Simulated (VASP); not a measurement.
# Ge (Fd-3m) in VASP: settings compared, part 2 of 2

VASP 6.6.1. Earlier steps stand in the parts before.

### Step 6. Single point, r2SCAN

Contents of INCAR:

```
PREC     = Accurate       # precision mode
ENCUT    = 520            # plane-wave cutoff, eV
EDIFF    = 1E-6           # SCF threshold, eV
ISMEAR   = 0              # smearing method
SIGMA    = 0.1            # smearing width, eV
LREAL    = F              # projectors in reciprocal space
LASPH    = T              # aspherical terms in the spheres
NELM     = 100            # most SCF steps
ALGO     = Normal         # electronic algorithm
ISIF     = 2              # what is computed and relaxed
LWAVE    = F              # write WAVECAR
LCHARG   = F              # write CHGCAR
METAGGA  = R2SCAN         # meta-GGA
LMIXTAU  = T            
NBANDS   = 21             # bands
```

Contents of KPOINTS:

```
Automatic mesh
0
Gamma
  14 14 14
```

Contents of POSCAR:

```
Ge
1.0
    0.0000000000      2.8371800000      2.8371800000
    2.8371800000      0.0000000000      2.8371800000
    2.8371800000      2.8371800000      0.0000000000
Ge
2
Direct
    0.5000000000      0.5000000000      0.5000000000
    0.7500000000      0.7500000000      0.7500000000
```

Potentials or basis: VASP PAW PBE potentials, release 64 (Ge_d).

The run is started by

```
$ cat potpaw_PBE.64/Ge_d/POTCAR > POTCAR
$ mpirun -np 1 vasp_std > vasp.out
```

OUTCAR:

```text
PREC = Accurate
   ENCUT = 520
   EDIFF = 1E-6
   ISMEAR = 0
   LREAL = F
   LASPH = T
   NELM = 100
   ISIF = 2
   METAGGA = R2SCAN

 ion  position               nearest neighbor table
   1  0.500  0.500  0.500-   2 2.46   2 2.46   2 2.46   2 2.46
   2  0.750  0.750  0.750-   1 2.46   1 2.46   1 2.46   1 2.46

  LATTYP: Found a face centered cubic cell.
 ALAT       =     5.6743600000

  Lattice vectors:

[... 763 lines left out ...]
     21      15.0061      0.00000

 [... further k-points ...]

------------------------ aborting loop because EDIFF is reached ----------------------------------------

  FORCE on cell =-STRESS in cart. coord.  units (eV):
  Direction    XX          YY          ZZ          XY          YZ          ZX
  --------------------------------------------------------------------------------------
  -------------------------------------------------------------------------------------
  Total        0.0231223      0.0231223      0.0231223      0.0000000     -0.0000000      0.0000000
  in kB        0.8110552      0.8110552      0.8110552      0.0000000     -0.0000000      0.0000000
  external PRESSURE =       0.8110552 kB  Pullay stress =       0.0000000 kB

 VOLUME and BASIS-vectors are now :
 -----------------------------------------------------------------------------
  energy-cutoff  :      520.00
  volume of cell :       45.68
      direct lattice vectors                 reciprocal lattice vectors
     0.000000000  2.837180000  2.837180000    -0.176231328  0.176231328  0.176231328
     2.837180000  0.000000000  2.837180000     0.176231328 -0.176231328  0.176231328
     2.837180000  2.837180000  0.000000000     0.176231328  0.176231328 -0.176231328

 POSITION                                       TOTAL-FORCE (eV/Angst)
 -----------------------------------------------------------------------------------
      2.83718      2.83718      2.83718        -0.000000      0.000000     -0.000000
      4.25577      4.25577      4.25577         0.000000     -0.000000      0.000000
 -----------------------------------------------------------------------------------
    total drift:                                0.000000     -0.000000     -0.000000

  FREE ENERGIE OF THE ION-ELECTRON SYSTEM (eV)
  ---------------------------------------------------
  free  energy   TOTEN  =       -27.7449869499 eV

  energy  without entropy=      -27.7449811018  energy(sigma->0) =      -27.74498403
```

OSZICAR:

```text
N       E                     dE             d eps       ncg     rms          rms(c)
DAV:   1     0.175465505041E+03    0.17547E+03   -0.15020E+04  4864   0.372E+03
DAV:   2    -0.177594740737E+01   -0.17724E+03   -0.17198E+03  4383   0.626E+02
DAV:   3    -0.294909184653E+02   -0.27715E+02   -0.27544E+02  5033   0.147E+02
DAV:   4    -0.304237679721E+02   -0.93285E+00   -0.93244E+00  4953   0.317E+01
DAV:   5    -0.304396858506E+02   -0.15918E-01   -0.15918E-01  4968   0.457E+00    0.333E+00
DAV:   6    -0.277499233600E+02    0.26898E+01   -0.36124E-01  4511   0.102E+01    0.194E+00
DAV:   7    -0.279936072038E+02   -0.24368E+00   -0.30328E-01  5870   0.807E+00    0.329E-01
DAV:   8    -0.277513526598E+02    0.24225E+00   -0.11621E-01  4758   0.467E+00    0.120E-01
DAV:   9    -0.277421039193E+02    0.92487E-02   -0.54034E-03  4683   0.734E-01    0.104E-01
DAV:  10    -0.277068371296E+02    0.35267E-01   -0.23120E-02  4424   0.180E+00    0.669E-02
DAV:  11    -0.277444074543E+02   -0.37570E-01   -0.13340E-02  4368   0.791E-01    0.239E-02
DAV:  12    -0.277449113093E+02   -0.50385E-03   -0.21698E-04  4748   0.161E-01    0.147E-02
DAV:  13    -0.277449598413E+02   -0.48532E-04   -0.10069E-04  4803   0.124E-01    0.573E-03
DAV:  14    -0.277449691011E+02   -0.92598E-05   -0.15795E-05  4453   0.328E-02    0.395E-03
DAV:  15    -0.277449754944E+02   -0.63934E-05   -0.49861E-06  3986   0.156E-02    0.195E-03
DAV:  16    -0.277449840058E+02   -0.85114E-05   -0.25120E-06  3556   0.165E-02    0.735E-04
DAV:  17    -0.277449868039E+02   -0.27980E-05   -0.26753E-07  3032   0.554E-03    0.528E-04
DAV:  18    -0.277449869499E+02   -0.14602E-06   -0.19249E-07  2764   0.405E-03
   1 F= -.27744987E+02 E0= -.27744984E+02  d E =-.584815E-05
```

stdout:

```text
POSCAR found type information on POSCAR Ge
 POSCAR found :  1 types and       2 ions
 scaLAPACK will be used
 -----------------------------------------------------------------------------
|                                                                             |
|                                                                             |
|     You enforced a specific xc type in the INCAR file but a different       |
|     I HOPE YOU KNOW WHAT YOU ARE DOING!                                     |
|                                                                             |
 -----------------------------------------------------------------------------

 LDA part: xc-table for (None), standard interpolation
 POSCAR, INCAR and KPOINTS ok, starting setup
 FFT: planning ... GRIDC
 FFT: planning ... GRID_SOFT
 FFT: planning ... GRID
 WAVECAR not read
 entering main loop
```

Run time: 4.2 min. Hardware: 1 thread of AMD EPYC 9R45 (Zen 5), shared host; peak memory 0.19 GiB.

Results:

| Property | Result |
| --- | --- |
| Free energy | -27.7450 eV |
| Pressure | 0.1 GPa |
| Band gap on the k mesh | 0.32 eV, direct |

Levels at points of the mesh, in eV from the valence-band top:
```csv
k point,band 11,band 12,band 13,band 14,band 15,band 16,band 17,band 18
"(0.00, 0.00, 0.00)",-13.24,0.00,0.00,0.00,0.32,2.71,2.71,2.71
"(0.50, 0.00, 0.00)",-11.06,-7.83,-1.47,-1.47,0.41,3.99,3.99,7.65
"(0.50, 0.50, 0.00)",-9.18,-9.18,-3.19,-3.19,0.98,0.98,10.03,10.03
```

Caveat: the PAW data sets were made with another functional, which shifts forces and pressure a little.

### Step 7. Summary

```csv
level,potentials or basis,k mesh,cutoff (eV),smearing,gap on the mesh (eV),pressure (GPa)
PBEsol,"VASP PAW PBE potentials, release 64 (Ge_d)",14 × 14 × 14,700,gaussian 0.1 eV,none,0.0
PBEsol,"VASP PAW PBE potentials, release 64 (Ge_d)",20 × 20 × 20,520,gaussian 0.1 eV,none,-0.4
PBEsol,"VASP PAW PBE potentials, release 64 (Ge_d)",14 × 14 × 14,520,gaussian 0.5 eV,none,0.0
PBEsol,"VASP PAW PBE potentials, release 64 (Ge_h)",14 × 14 × 14,900,gaussian 0.1 eV,none,0.0
r2SCAN,"VASP PAW PBE potentials, release 64 (Ge_d)",14 × 14 × 14,520,gaussian 0.1 eV,0.32,0.1
```

Alike in all rows: task single point; no spin polarisation; cell as given.

Caveats: the PAW data sets were made with another functional, which shifts forces and pressure a little; this crystal is a semiconductor, whose small gap the functional closes, so the metal is an error of the method (some runs).

Absolute energies hang on the potentials; compare differences alone.

### Step 8. How close it comes

Step 2. Measured gap of Ge: 0.807 eV (direct; 300 K; “Electronic and optical properties of SixGe1-x-ySny alloys lattice-matched to Ge”, 2021, arxiv:2109.02782). This calculation gives 0.00 eV (-0.81 eV). 3 values of this kind are on record (0.666 to 0.807 eV); this one was drawn at random among those near their median. Spin-orbit coupling on Ge is left out. The value is that of PBEsol on a finite k mesh, which can miss the band edges, without temperature or zero-point motion. Semilocal functionals fall short of measured gaps as a rule.

Step 3. Against the measured gap of Ge, 0.744 eV (indirect; 0 K; “Temperature-dependent photoluminescence in Ge: experiment and theory”, 2020, arxiv:2003.00143), the calculated 0.00 eV is off by -0.74 eV. 3 values of this kind are on record (0.666 to 0.807 eV); this one was drawn at random among those near their median. Spin-orbit coupling on Ge is left out. The value is that of PBEsol on a finite k mesh, which can miss the band edges, without temperature or zero-point motion. Semilocal functionals fall short of measured gaps as a rule.

Step 4. Against the measured gap of Ge, 0.807 eV (direct; 300 K; “Electronic and optical properties of SixGe1-x-ySny alloys lattice-matched to Ge”, 2021, arxiv:2109.02782), the calculated 0.00 eV is off by -0.81 eV. 3 values of this kind are on record (0.666 to 0.807 eV); this one was drawn at random among those near their median. Spin-orbit coupling on Ge is left out. The value is that of PBEsol on a finite k mesh, which can miss the band edges, without temperature or zero-point motion. Semilocal functionals fall short of measured gaps as a rule.

Step 5. Measured gap of Ge: 0.807 eV (direct; 300 K; “Electronic and optical properties of SixGe1-x-ySny alloys lattice-matched to Ge”, 2021, arxiv:2109.02782). This calculation gives 0.00 eV (-0.81 eV). 3 values of this kind are on record (0.666 to 0.807 eV); this one was drawn at random among those near their median. Spin-orbit coupling on Ge is left out. The value is that of PBEsol on a finite k mesh, which can miss the band edges, without temperature or zero-point motion. Semilocal functionals fall short of measured gaps as a rule.

Step 6. Against the measured gap of Ge, 0.807 eV (direct; 300 K; “Electronic and optical properties of SixGe1-x-ySny alloys lattice-matched to Ge”, 2021, arxiv:2109.02782), the calculated 0.32 eV is off by -0.49 eV. 3 values of this kind are on record (0.666 to 0.807 eV); this one was drawn at random among those near their median. Spin-orbit coupling on Ge is left out. The value is that of r2SCAN on a finite k mesh, which can miss the band edges, without temperature or zero-point motion.
